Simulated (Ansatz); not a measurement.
# Ge (P6_3/mmc) in Ansatz: further runs

Aim: see how the results for Ge move with the level of theory and the settings. Levels: RPBE, revPBE. Tasks: relaxation of cell and atoms.

All numbers are computed with Ansatz 0.2.0; they aren't measurements. Logs are shortened: lines on timing, memory, paths and dates and some standing lists are left out, and cuts for length are marked.

### Step 1. Starting point

The structure is hexagonal, space group P6_3/mmc (No. 194). The conventional cell has a = 3.998 Å, b = 3.998 Å, c = 6.599 Å, α = 90.00°, β = 90.00°, γ = 120.00°. Ge (site symmetry 3m) is surrounded by 4 Ge at 2.45 to 2.47 Å.

This isn't the form of Ge at room conditions, which is diamond.

### Step 2. Relaxation of cell and atoms, RPBE

Input file input.yaml:

```yaml
crystal:
  lattice:
    - [3.9975858431, 0.0, 0.0]
    - [-1.9987929216, 3.462010894, 0.0]
    - [0.0, 0.0, 6.59937795]
  atoms:
    - { symbol: Ge, position: [0.3333333333, 0.6666666667, 0.93709875] }
    - { symbol: Ge, position: [0.6666666667, 0.3333333333, 0.43709875] }
    - { symbol: Ge, position: [0.3333333333, 0.6666666667, 0.56290125] }
    - { symbol: Ge, position: [0.6666666667, 0.3333333333, 0.06290125] }
hamiltonian:
  xc: rpbe
  pseudopotentials: { kind: paw }
kpoints:
  mp_grid: { grid: [6, 6, 3] }
scf:
  occupations: { method: fermi_dirac, width: 0.05 }
output:
  forces: true
  stress: true
  eigenvalues: true
relax:
  f_tol: 0.01
  max_steps: 40
  cell: { stress_tol: 0.05 }
```

Potentials or basis: Ansatz PAW.

The run is started by

```bash
$ ansatz run input.yaml --threads 2 --pin off --max-ram 5632MiB --backend cpu --events-out ev --progress --plain --runs-dir out
```

Output:

```text
Warning: RAYON_NUM_THREADS=2 ignored (pool sized by the plan → 2); use --threads N
Engine: ansatz 0.2.0, aarch64-unknown-linux-gnu
Pseudopotentials: kind: paw
Pseudopotential: Ge, paw, valence charge 14, recommended cutoff 420 eV (normal), Ge.paw.azcp
Functional definition: RPBE
  parameter kappa = 0.804
  parameter beta = 0.06672455060314922
  exchange = rpbe_x(kappa = kappa, mu = beta*pi^2/3)
  correlation = pbe_c(beta = beta)
Crystal: 4 atoms, lattice volume = 91.333 Å³
Basis set: ecut = 420 eV, 1763 PW (Γ), exchange–correlation on 54×54×90 points (8 copies of the dense FFT grid, shifted against one another)
Bands: 34, of which v1, the nominal top of the filled ones, is band 28 counted from 1 (27 counted from 0)
Symmetry: 24 space group operations
Space group: P63/mmc (ITA 194), of the structure as read, at distance tolerance 4.5e-5 Å
k-points: 14 of 108
Non-local potential: Ge, projectors of the file, l = 0: 2, l = 1: 2, l = 2: 3, l = 3: 1
PAW form: soft (Blöchl's): semilocal exchange-correlation on the pseudo side does not see the compensation charge
PAW frozen core: Ge, regenerated for the run's functional, and the local potential with it (the file was generated under x = pbe(κ = 0.804, μ = 0.2195149727645171), c = pbe(β = 0.06672455060314922))
PAW one-centre angular grid: Ge, 590 points (default); XC on 64 Gauss nodes
Initial density: superposition of atomic densities (neutral atoms: chi_scale 0, normalization atom), corrected by the library's trained network
Initial wavefunctions: pseudopotential atomic-orbital guess
Functional: x = rpbe, c = pbe(β = 0.06672455060314922)
SCF iter   1: F=—  HF=-17202.642794 eV  |F-HF|=—  |Δ(HF+E_count)|=         —  Δρ=2.38e-3  dr2=2.00e-3  ethr=1.77e-3  ⟨swp⟩=6.3  Hψ=1824  notcnv=0  defer=1
preconditioner: auto → Kerker (q_TF=auto, 2.515 Å⁻¹)  [metal: Δε(μ)=0.105 eV  Ē_g=22.643 eV  σ=0.050 eV  W_gap=0.43  n_scr=22 (ndim 8)  ℏωp=29.1 eV  f_vac=0.070  D(μ)=0.32/eV (n_scr^D=0)]
SCF iter   2: F=—  HF=-17202.640493 eV  |F-HF|=—  |Δ(HF+E_count)|=   2.30e-3  Δρ=9.00e-4  dr2=8.31e-4  ethr=3.57e-6  ⟨swp⟩=2.0  Hψ=978  notcnv=0  defer=1
SCF iter   3: F=—  HF=-17202.640351 eV  |F-HF|=—  |Δ(HF+E_count)|=   1.42e-4  Δρ=6.29e-4  dr2=3.99e-4  ethr=1.48e-6  ⟨swp⟩=2.0  Hψ=744  notcnv=0  defer=1
SCF iter   4: F=—  HF=-17202.640499 eV  |F-HF|=—  |Δ(HF+E_count)|=   1.48e-4  Δρ=1.64e-4  dr2=2.57e-5  ethr=7.12e-7  ⟨swp⟩=2.0  Hψ=860  notcnv=0  defer=1
SCF iter   5: F=—  HF=-17202.640361 eV  |F-HF|=—  |Δ(HF+E_count)|=   1.38e-4  Δρ=5.79e-5  dr2=5.74e-6  ethr=4.58e-8  ⟨swp⟩=2.0  Hψ=858  notcnv=0  defer=1
SCF iter   6: F=—  HF=-17202.640378 eV  |F-HF|=—  |Δ(HF+E_count)|=   1.67e-5  Δρ=1.90e-5  dr2=6.64e-7  ethr=1.03e-8  ⟨swp⟩=3.0  Hψ=879  notcnv=0  defer=1
SCF iter   7: F=-17202.640380 eV  HF=-17202.640380 eV  |F-HF|=1.00e-8  |Δ(HF+E_count)|=   1.91e-6  Δρ=1.06e-5  dr2=7.73e-8  ethr=1.79e-10  ⟨swp⟩=5.5  Hψ=2099  notcnv=0
SCF 1 converged in 7 iterations: F = -17202.640380 eV  dr2 = 7.73e-8
relax step   1: F+E_penalty+E_count = -17202.64037955 eV  Δ(F+E_penalty+E_count) = +0.000e0 eV  max|allowed force component| = 2.493e-2 eV/Å  Δτ_max = 0.0000 Å  P = +4.803 GPa  Ω = 91.333 Å³  (7 SCF iters, dr2 threshold 1.00e-7 eV, accepted)
Crystal: 4 atoms, lattice volume = 96.988 Å³
Basis set: ecut = 420 eV, 1907 PW (Γ), exchange–correlation on 54×54×90 points (8 copies of the dense FFT grid, shifted against one another)
Initial density: handed on by an earlier stage of this run
Initial wavefunctions: those handed on with the density
iter 1 solved again at ethr=1.09e-5 eV; its pass at ethr=3.10e-3 eV (dr2=6.11e-3 eV) is discarded
[... 28 lines left out ...]
SCF iter   5: F=-17202.741666 eV  HF=-17202.741666 eV  |F-HF|=1.17e-8  |Δ(HF+E_count)|=   1.10e-8  Δρ=1.59e-6  dr2=3.15e-9  ethr=4.68e-11  ⟨swp⟩=4.1  Hψ=1711  notcnv=0
SCF 4 converged in 5 iterations: F = -17202.741666 eV  dr2 = 3.15e-9
relax step   4: F+E_penalty+E_count = -17202.74166625 eV  Δ(F+E_penalty+E_count) = -1.734e-4 eV  max|allowed force component| = 3.095e-3 eV/Å  Δτ_max = 0.0026 Å  P = -0.012 GPa  Ω = 98.528 Å³  energy of the carried Pulay correction = -1.146e-3 eV  (5 SCF iters, dr2 threshold 3.41e-8 eV, accepted)
Basis set: ecut = 420 eV, 1919 PW (Γ), exchange–correlation on 60×60×96 points (8 copies of the dense FFT grid, shifted against one another)
Initial wavefunctions: pseudopotential atomic-orbital guess (no wavefunctions were taken with the density)
iter 1 solved again at ethr=6.61e-7 eV; its pass at ethr=3.10e-3 eV (dr2=3.70e-4 eV) is discarded
SCF iter   1: F=—  HF=-17202.636084 eV  |F-HF|=—  |Δ(HF+E_count)|=         —  Δρ=1.98e-3  dr2=2.36e-4  ethr=6.61e-7  ⟨swp⟩=2.4  Hψ=2751  notcnv=0
preconditioner: auto → Resta (q_TF=auto, 2.483 Å⁻¹)  ε∞=2.6  [insulator: Δε(μ)=0.208 eV  Ē_g=22.355 eV  σ=0.050 eV  W_gap=0.75  n_scr=22 (ndim 8)  ℏωp=28.0 eV  f_vac=0.094  D(μ)=0.14/eV (n_scr^D=0)  ε∞_Penn≈2.6]
SCF iter   2: F=—  HF=-17202.709300 eV  |F-HF|=—  |Δ(HF+E_count)|=   7.32e-2  Δρ=9.91e-4  dr2=2.34e-5  ethr=4.22e-7  ⟨swp⟩=2.8  Hψ=680  notcnv=0
SCF iter   3: F=—  HF=-17202.738053 eV  |F-HF|=—  |Δ(HF+E_count)|=   2.88e-2  Δρ=3.74e-4  dr2=1.60e-5  ethr=4.18e-8  ⟨swp⟩=3.2  Hψ=939  notcnv=0
SCF iter   4: F=—  HF=-17202.742831 eV  |F-HF|=—  |Δ(HF+E_count)|=   4.78e-3  Δρ=1.01e-4  dr2=8.52e-6  ethr=2.85e-8  ⟨swp⟩=3.1  Hψ=936  notcnv=0
SCF iter   5: F=—  HF=-17202.743051 eV  |F-HF|=—  |Δ(HF+E_count)|=   2.20e-4  Δρ=3.04e-5  dr2=1.18e-6  ethr=1.52e-8  ⟨swp⟩=2.0  Hψ=869  notcnv=0
SCF iter   6: F=—  HF=-17202.743062 eV  |F-HF|=—  |Δ(HF+E_count)|=   1.14e-5  Δρ=1.09e-5  dr2=1.76e-7  ethr=2.10e-9  ⟨swp⟩=2.0  Hψ=590  notcnv=0
SCF iter   7: F=—  HF=-17202.743064 eV  |F-HF|=—  |Δ(HF+E_count)|=   1.21e-6  Δρ=2.74e-6  dr2=1.76e-8  ethr=3.14e-10  ⟨swp⟩=2.8  Hψ=632  notcnv=0
SCF iter   8: F=—  HF=-17202.743064 eV  |F-HF|=—  |Δ(HF+E_count)|=   5.98e-8  Δρ=1.03e-6  dr2=2.62e-9  ethr=3.15e-11  ⟨swp⟩=2.0  Hψ=590  notcnv=0
SCF iter   9: F=-17202.743064 eV  HF=-17202.743064 eV  |F-HF|=7.28e-11  |Δ(HF+E_count)|=   4.82e-9  Δρ=1.04e-7  dr2=2.23e-11  ethr=1.00e-12  ⟨swp⟩=3.2  Hψ=1912  notcnv=0
SCF 5 converged in 9 iterations: F = -17202.743064 eV  dr2 = 2.23e-11
relax step   5: F+E_penalty+E_count = -17202.74306371 eV  Δ(F+E_penalty+E_count) = -1.397e-3 eV  max|allowed force component| = 3.113e-3 eV/Å  Δτ_max = 0.0000 Å  P = +0.007 GPa  Ω = 98.528 Å³  stress off target by 4.17e-2 GPa  SCF on the basis re-selected at this cell (its energy is not comparable with the rows above)  (9 SCF iters)
basis re-selected at this cell: Δ(F+E_penalty+E_count) = -1.397e-3 eV, ΔP = +0.018 GPa vs the last step (what re-selecting the basis moved, of the pressure what is left beyond the Pulay correction that the steps carried, after the strain that the cell walked since its last selection, with what the two solves' SCF thresholds leave and, on support functions, any second-order correction that the steps lacked; it is no measure of the basis error at this ecutwfc). The dense FFT grid was sized anew with the basis: this SCF ran on 30×30×48 points, the steps before it on 27×27×45, so part of this shift can come from that change (see relax.cell in the input reference). This SCF's stress stands 4.17e-2 GPa from its target on what of the cell is left free (relax.cell.stress_tol is 5.00e-2 GPa) and its largest allowed force component is 3.11e-3 eV/Å (relax.f_tol is 1.00e-2 eV/Å): within both
SCF converged after 9 iterations
Free energy (F): -17202.743064 eV
Harris-Foulkes:  -17202.743064 eV  (|F-HF|=7.28e-11)
Internal energy: -17202.741642 eV  (E = F + TS)
E sigma→0 (E₀):  -17202.742353 eV
Entropy (-TS):   -0.001422 eV (-0.355 meV/atom)
Fermi energy:    7.622229 eV
--- Per-component energies (eV) ---
  E_band       = -641.733430
  E_kinetic    = 441.492173
  E_local      = -10135.505293  (includes V_loc(G=0)·N_el)
  E_nonlocal   = 1670.345150
  E_hartree    = 4440.235936
  E_xc         = -300.653019
  E_vxc        = -255.148488  (∫ρ·V_xc dr)
  E_paw        = -8100.069206  (= ΣΔE_a)
  E_vpaw       = -1243.389963  (= ΣTr[D̂ρ^β])
  E_aug_tail   = 0.001282  (compensation charges beyond the density's cutoff)
  E_ewald      = -5217.861039
  E_core_change = -0.727626  (= ΣΔE_core)
  E_smearing   = -0.001422  (= −TS)
  E_closure    = 0.000000  (closes the sum)
  Σ components = -17202.743064   (vs F -17202.743064, Δ=0.00e0)
--- Forces (eV/Å), atoms counted from 1 ---
  atom   1  Ge    -0.00000000    -0.00000000    -0.00311285
  atom   2  Ge    -0.00000000     0.00000000    -0.00311285
  atom   3  Ge    -0.00000000    -0.00000000     0.00311285
  atom   4  Ge    -0.00000000     0.00000000     0.00311285
  max |Σ_I F_I| component: 8.33e-17 eV/Å
--- Stress (GPa, compression-positive) ---
       -0.010776       0.000000       0.000000
        0.000000      -0.010776       0.000000
        0.000000       0.000000       0.041715
  P = ⅓ Tr σ = 0.0067 GPa (0.067 kbar)
--- Band table (eV; the first three rows and the last of 14) ---
  k-point 0: bands = ["-17.0871", "-17.0871", "-17.0585", "-17.0561", "-17.0561", "-17.0453", "-17.0355", "-17.0355", "-16.9930", "-16.9930", "-16.8946", "-16.8946", "-16.8800", "-16.8649", "-16.8648", "-16.8648", "-16.8528", "-16.8528", "-16.8268", "-16.8268", "-4.5179", "-2.6354", "0.4302", "6.2839", "6.2839", "7.0934", "7.4323", "7.5504", "7.7597", "7.7597", "9.9215", "9.9215", "10.3931", "12.0619"]
  k-point 1: bands = ["-17.0812", "-17.0812", "-17.0670", "-17.0670", "-17.0546", "-17.0479", "-17.0231", "-17.0231", "-17.0034", "-17.0034", "-16.8867", "-16.8867", "-16.8769", "-16.8728", "-16.8728", "-16.8693", "-16.8444", "-16.8444", "-16.8322", "-16.8322", "-4.2084", "-3.3590", "1.7722", "4.3919", "6.5527", "6.5527", "7.2436", "7.2436", "7.7698", "8.5642", "10.4804", "10.4804", "11.3867", "11.4670"]
  k-point 2: bands = ["-17.0979", "-17.0910", "-17.0689", "-17.0630", "-17.0554", "-17.0333", "-17.0251", "-17.0133", "-16.9822", "-16.9786", "-16.9108", "-16.9104", "-16.9027", "-16.8750", "-16.8640", "-16.8624", "-16.8530", "-16.8437", "-16.8208", "-16.8142", "-4.2417", "-2.3459", "0.3832", "4.4496", "4.8678", "5.7904", "7.0349", "7.2780", "8.7260", "8.9848", "10.4391", "10.6128", "10.8777", "12.4979"]
  k-point 13: bands = ["-17.1049", "-17.0966", "-17.0878", "-17.0878", "-17.0181", "-17.0181", "-16.9825", "-16.9700", "-16.9569", "-16.9569", "-16.9422", "-16.9422", "-16.9177", "-16.9112", "-16.8981", "-16.8981", "-16.8227", "-16.8227", "-16.8121", "-16.8044", "-1.7335", "-1.7335", "-0.0787", "-0.0787", "3.4540", "4.2234", "5.4209", "5.4209", "9.5337", "9.5337", "10.6881", "13.0481", "13.0481", "13.3220"]
--- Relaxed structure (4 steps of the walk, 4 accepted, 1 SCFs on fresh bases) ---
  F+E_penalty+E_count = -17202.74306371 eV   max|allowed force component| = 3.113e-3 eV/Å   (the final SCF, on the basis selected at the relaxed cell)
  cell:  # Å, volume = 98.5283 Å³
    - [4.106528730261628, 2.965420776024044e-11, 0.0]
    - [-2.0532643651564952, 3.556358201762398, 0.0]
    - [0.0, 0.0, 6.746533582978825]
  atoms:
    - { symbol: Ge, position: [0.3333333333333333, 0.6666666666666667, 0.9374087292646541] }
    - { symbol: Ge, position: [0.6666666666666666, 0.3333333333333334, 0.43740872926465396] }
    - { symbol: Ge, position: [0.3333333333333333, 0.6666666666666667, 0.5625912707353462] }
    - { symbol: Ge, position: [0.6666666666666666, 0.3333333333333334, 0.06259127073534614] }
```

Wall time 7.5 s (2 threads of Arm Neoverse V1, shared host); peak memory 0.38 GiB.

What came out:

| Property | Result |
| --- | --- |
| Free energy | -17202.7431 eV |
| Relaxed volume | 24.63 Å³/atom |
| Relaxed cell | a = 4.107 Å, b = 4.107 Å, c = 6.747 Å, α = 90.00°, β = 90.00°, γ = 120.00° |
| Space group after relaxing (to 0.05 Å) | P6_3/mmc (No. 194) |
| Energy gained by relaxing | 25.7 meV/atom |
| Ionic steps | 5 |
| Pressure after relaxing | 0.0 GPa |
| Largest force after relaxing | 0.003 eV/Å |
| Band gap on the k mesh | 0.21 eV, direct |

Forces on the atoms (eV/Å):
```
Ge   0.000  0.000 -0.003
Ge   0.000  0.000 -0.003
Ge   0.000  0.000  0.003
Ge   0.000  0.000  0.003
```

The path:
| step | energy change (eV) | largest force (eV/Å) | volume (Å³) |
| --- | --- | --- | --- |
| 1 | 0.0000 | 0.0249 | 91.33 |
| 2 | -0.0973 | 0.0325 | 96.99 |
| 3 | -0.1011 | 0.0202 | 98.39 |
| 4 | -0.1013 | 0.0031 | 98.53 |
| 5 | -0.1027 | 0.0031 | 98.53 |

Final structure:
```
CELL_PARAMETERS angstrom
4.10653 0.00000 0.00000
-2.05326 3.55636 0.00000
0.00000 0.00000 6.74653
ATOMIC_POSITIONS crystal
Ge 0.33333 0.66667 0.93741
Ge 0.66667 0.33333 0.43741
Ge 0.33333 0.66667 0.56259
Ge 0.66667 0.33333 0.06259
```

Levels at points of the mesh, in eV from the valence-band top:
```tsv
k point	band 24	band 25	band 26	band 27	band 28	band 29	band 30	band 31	band 32	band 33
(0.00, 0.00, 0.00)	-1.27	-1.27	-0.46	-0.12	0.00	0.21	0.21	2.37	2.37	2.84
(0.00, -0.50, 0.00)	-6.42	-4.06	-2.71	-2.39	-1.21	0.79	1.62	3.79	3.80	4.33
```

Caveat: odd divisions of the mesh miss points on the zone boundary, where band edges often lie, so the gap on the mesh can be too wide; the plane-wave basis is chosen anew once the cell has moved, so the energies of steps on either side of that aren't comparable; the PAW data sets come from PBE, with cores solved anew for the run's functional, which leaves a small shift of forces and pressure. A k mesh can miss the band edges.

### Step 3. Relaxation of cell and atoms, revPBE

input.yaml, as its differences from that of step 2:

```diff
@@ -11,3 +11,3 @@
 hamiltonian:
-  xc: rpbe
+  xc: revpbe
   pseudopotentials: { kind: paw }
```

Potentials or basis: Ansatz PAW.

The run is started by

```bash
$ ansatz run input.yaml --threads 2 --pin off --max-ram 5632MiB --backend cpu --events-out ev --progress --plain --runs-dir out
```

It took 7.1 s on 2 threads of Arm Neoverse V1, shared host; peak memory 0.37 GiB.

The run converged. Its results:

```
Free energy                            : -17196.1537 eV
Relaxed volume                         : 24.44 Å³/atom
Relaxed cell                           : a = 4.095 Å, b = 4.095 Å, c = 6.730 Å, α = 90.00°, β = 90.00°, γ = 120.00°
Space group after relaxing (to 0.05 Å) : P6_3/mmc (No. 194)
Energy gained by relaxing              : 20.7 meV/atom
Ionic steps                            : 5
Pressure after relaxing                : 0.0 GPa
Band gap on the k mesh                 : 0.22 eV, direct
```

Forces on the atoms (eV/Å):
```
Ge   0.000  0.000 -0.003
Ge   0.000  0.000 -0.003
Ge   0.000  0.000  0.003
Ge   0.000  0.000  0.003
```

The path:
```csv
step,energy change (eV),largest force (eV/Å),volume (Å³)
1,0.0000,0.0258,91.33
2,-0.0786,0.0291,96.41
3,-0.0815,0.0172,97.64
4,-0.0816,0.0025,97.74
5,-0.0828,0.0025,97.74
```

Final structure:
```
Ge
1.0
     4.09530    0.00000    0.00000
    -2.04765    3.54663    0.00000
     0.00000    0.00000    6.72953
Ge
4
Direct
  0.33333 0.66667 0.93738
  0.66667 0.33333 0.43738
  0.33333 0.66667 0.56262
  0.66667 0.33333 0.06262
```

Levels at points of the mesh, in eV from the valence-band top:
| k point | band 26 | band 27 | band 28 | band 29 | band 30 | band 31 |
| --- | --- | --- | --- | --- | --- | --- |
| (0.00, 0.00, 0.00) | -0.41 | -0.12 | 0.00 | 0.22 | 0.22 | 2.37 |
| (0.00, -0.50, 0.00) | -2.73 | -2.42 | -1.22 | 0.76 | 1.63 | 3.77 |

Caveat: odd divisions of the mesh miss points on the zone boundary, where band edges often lie, so the gap on the mesh can be too wide; the plane-wave basis is chosen anew once the cell has moved, so the energies of steps on either side of that aren't comparable; the PAW data sets come from PBE, with cores solved anew for the run's functional, which leaves a small shift of forces and pressure.
